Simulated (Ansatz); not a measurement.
# An O vacancy in rocksalt BaO, 63 atoms, charge +2

Method: Ansatz 0.2.0, DFT, PBEsol, PAW, plane waves.

Command:

```sh
ansatz run in.yaml --threads 8 --pin off --max-ram 118750MiB --runs-dir r --events-out ev --progress --plain --backend cuda --devices 0, --max-vram 170GiB
```

The input less its lattice and atoms:

```yaml
crystal:
  symmetry: { detect: false }
kpoints:
  mp_grid: { grid: [1, 1, 1], shift: [0.25, 0.25, 0.25] }
hamiltonian:
  xc: pbesol
total_charge: 2
scf:
  occupations: { method: fermi_dirac, width: 0.01 }
relax:
  f_tol: 0.03
  max_steps: 80
  escape_saddle: false
  adjacent_minimum: "off"
output:
  forces: true
  eigenvalues: true
  populations: true
  charged_corrections: { epsilon: 34 }
```

Start:

```xyz
63
Lattice="10.9808 0.0000 0.0000 0.0000 10.9808 0.0000 0.0000 0.0000 10.9808" Properties=species:S:1:pos:R:3 pbc="T T T"
O     2.7335   10.9710    0.0311
O     2.7421   10.9522    5.5147
O     2.7134    5.4867    0.0043
O     8.2525    0.0117    0.0240
O     8.2690    0.0466    5.4625
O     8.2126    5.4847   10.9759
O     8.1900    5.4657    5.4908
O    10.9611    2.7695   10.9733
O     0.0144    2.7294    5.5001
O    10.9742    8.2227   10.9466
O    10.9317    8.2280    5.4909
O     5.5136    2.7461   10.9786
O     5.4863    2.7268    5.4790
O     5.4970    8.2525    0.0074
O     5.5303    8.2535    5.4837
O     0.0374    0.0378    2.7147
O    10.9780    0.0048    8.2358
O     0.0243    5.5201    2.7766
O     0.0169    5.4805    8.2113
O     5.5196   10.9766    2.7573
O     5.4849    0.0212    8.2437
O     5.5016    5.4573    2.7342
O     5.4795    5.5210    8.2257
O     2.7426    2.7289    2.7718
O     2.7190    2.7507    8.2351
O     2.7577    8.2603    2.7393
O     2.7251    8.2699    8.2355
O     8.2014    2.7690    2.7240
O     8.2206    2.7793    8.2245
O     8.2567    8.2195    2.7469
O     8.2070    8.2433    8.2228
Ba    0.0068   10.9738   10.9679
Ba   10.9507   10.9625    5.4814
Ba   10.9604    5.4982   10.9772
Ba   10.9698    5.5332    5.4892
Ba    5.4466    0.0067   10.9608
Ba    5.4906   10.9637    5.5000
Ba    5.4766    5.4878    0.0217
Ba    5.4997    5.5141    5.5095
Ba    2.7550    2.7139   10.9805
Ba    2.7303    2.7590    5.5071
Ba    2.7489    8.2150   10.9723
Ba    2.7583    8.2370    5.5030
Ba    8.2142    2.7565   10.9619
Ba    8.2349    2.7514    5.4695
Ba    8.2558    8.2444    0.0216
Ba    8.2365    8.2768    5.4719
Ba    2.7809   10.9688    2.7461
Ba    2.7639    0.0161    8.2569
Ba    2.7257    5.5070    2.7385
Ba    2.7230    5.5004    8.2542
Ba    8.2324   10.9782    2.7232
Ba    8.2659    0.0123    8.2149
Ba    8.2606    5.4744    2.7361
Ba    8.2311    5.5000    8.2460
Ba   10.9454    2.7467    2.7650
Ba    0.0013    2.7533    8.2180
Ba   10.9801    8.2523    2.7143
Ba   10.9747    8.2693    8.2400
Ba    5.4682    2.7304    2.7628
Ba    5.4994    2.7491    8.2322
Ba    5.4873    8.2298    2.7517
Ba    5.4721    8.2266    8.2685
```

Steps:

| step | energy less the first (eV) | largest force component (eV/Å) |
| --- | --- | --- |
| start | 0.000 | 1.503 |
| 1 | -1.259 | 0.388 |
| 2 | -1.464 | 0.078 |
| 3 | -1.469 | 0.006 |

A structure on the way, about -1.26 eV from the start:

```xyz
63
Lattice="10.9808 0.0000 0.0000 0.0000 10.9808 0.0000 0.0000 0.0000 10.9808" Properties=species:S:1:pos:R:3 pbc="T T T"
O     2.7443   10.9727    0.0198
O     2.7491   10.9423    5.5147
O     2.7207    5.4918    0.0044
O     8.2500    0.0001    0.0114
O     8.2640    0.0301    5.4760
O     8.2168    5.4953   10.9770
O     8.1973    5.4831    5.4899
O     0.0112    2.7844   10.9758
O     0.0743    2.7967    5.4932
O     0.0113    8.2083   10.9572
O     0.0290    8.1648    5.4854
O     5.4750    2.7619   10.9687
O     5.4214    2.7923    5.4907
O     5.4712    8.2316    0.0053
O     5.4460    8.1881    5.4838
O     0.0425    0.0238    2.7397
O     0.0085   10.9798    8.2169
O     0.0874    5.5213    2.8309
O     0.0813    5.4918    8.1550
O     5.4986   10.9664    2.7705
O     5.4679    0.0207    8.2297
O     5.4304    5.4784    2.7956
O     5.4122    5.5166    8.1644
O     2.7379    2.8040    2.8253
O     2.7290    2.8152    8.1807
O     2.7554    8.1843    2.8060
O     2.7294    8.1996    8.1710
O     8.2186    2.7809    2.7485
O     8.2164    2.7856    8.2062
O     8.2584    8.2115    2.7578
O     8.2154    8.2355    8.2101
Ba   10.9680    0.0182    0.0000
Ba   10.9400   10.9799    5.4747
Ba   10.9232    5.4757   10.9722
Ba   10.7817    5.5245    5.4960
Ba    5.5034    0.0022   10.9736
Ba    5.5335    0.0003    5.4987
Ba    5.5341    5.4794    0.0238
Ba    5.6897    5.4971    5.4962
Ba    2.7320    2.6940    0.0123
Ba    2.7327    2.5671    5.4953
Ba    2.7438    8.2697   10.9795
Ba    2.7484    8.4336    5.5023
Ba    8.2213    2.7290   10.9723
Ba    8.2250    2.7134    5.4768
Ba    8.2302    8.2628    0.0059
Ba    8.2275    8.2929    5.4807
Ba    2.7552    0.0016    2.7160
Ba    2.7477    0.0134    8.2740
Ba    2.7321    5.4857    2.5600
Ba    2.7218    5.4849    8.4335
Ba    8.2221    0.0138    2.7017
Ba    8.2434    0.0129    8.2485
Ba    8.2335    5.4772    2.7010
Ba    8.2306    5.5035    8.2791
Ba   10.9343    2.6973    2.7129
Ba   10.9396    2.7191    8.2609
Ba   10.9499    8.2920    2.6941
Ba   10.9372    8.2927    8.2700
Ba    5.5169    2.7075    2.7294
Ba    5.5387    2.7198    8.2585
Ba    5.5351    8.2648    2.7084
Ba    5.5350    8.2684    8.2946
```

End:

```
O Ba
1.0
    10.98076    0.00000    0.00000
     0.00000   10.98076    0.00000
     0.00000    0.00000   10.98076
O Ba
31 32
Direct
  0.24980 0.00042 0.99997
  0.24982 0.00045 0.49997
  0.24974 0.50038 0.00000
  0.74982 0.00043 0.99997
  0.74981 0.00046 0.49994
  0.74975 0.50043 0.99995
  0.74973 0.50049 0.49994
  0.00151 0.25216 0.00003
  0.00416 0.25488 0.50005
  0.00136 0.74872 0.99993
  0.00385 0.74620 0.49995
  0.49811 0.25196 0.99992
  0.49551 0.25452 0.49992
  0.49793 0.74857 0.99982
  0.49516 0.74582 0.49980
  0.00173 0.00052 0.25174
  0.00150 0.00045 0.74833
  0.00439 0.50053 0.25451
  0.00395 0.50045 0.74580
  0.49831 0.00043 0.25156
  0.49808 0.00035 0.74815
  0.49568 0.50043 0.25409
  0.49527 0.50033 0.74542
  0.24993 0.25506 0.25445
  0.24975 0.25474 0.74574
  0.24978 0.74638 0.25411
  0.24963 0.74603 0.74542
  0.74990 0.25237 0.25168
  0.74974 0.25221 0.74827
  0.74979 0.74895 0.25152
  0.74964 0.74881 0.74812
  0.99754 0.00044 0.00002
  0.99466 0.00045 0.49995
  0.99465 0.50040 0.00004
  0.98087 0.50056 0.50014
  0.50203 0.00040 0.99994
  0.50486 0.00041 0.50000
  0.50486 0.50040 0.99994
  0.51858 0.50029 0.49982
  0.24975 0.24533 0.00002
  0.24986 0.23159 0.50010
  0.24978 0.75550 0.99995
  0.24960 0.76931 0.49986
  0.74980 0.24818 0.00000
  0.74979 0.24535 0.49996
  0.74974 0.75267 0.99996
  0.74971 0.75554 0.49998
  0.24979 0.00045 0.24490
  0.24978 0.00040 0.75508
  0.24991 0.50055 0.23113
  0.24961 0.50030 0.76885
  0.74980 0.00043 0.24771
  0.74974 0.00041 0.75223
  0.74977 0.50043 0.24489
  0.74974 0.50044 0.75506
  0.00016 0.25083 0.25038
  0.00003 0.25067 0.74969
  0.00004 0.75011 0.25023
  0.00003 0.75018 0.74972
  0.49950 0.25065 0.25022
  0.49949 0.25073 0.74969
  0.49949 0.75018 0.25025
  0.49937 0.75002 0.74957
```

The run converged.

Time: 3.8 s of wall time on one NVIDIA GB200 with 8 processor threads, on a host shared with other runs; peak host memory 1.9 GiB.

Q: How much energy did the relaxation gain, and which atom moved most?

A: 1.47 eV in 3 steps, from a start with small random displacements; atom 41 (Ba) moved 0.22 Å, the median atom 0.04 Å (drift of the whole cell removed).
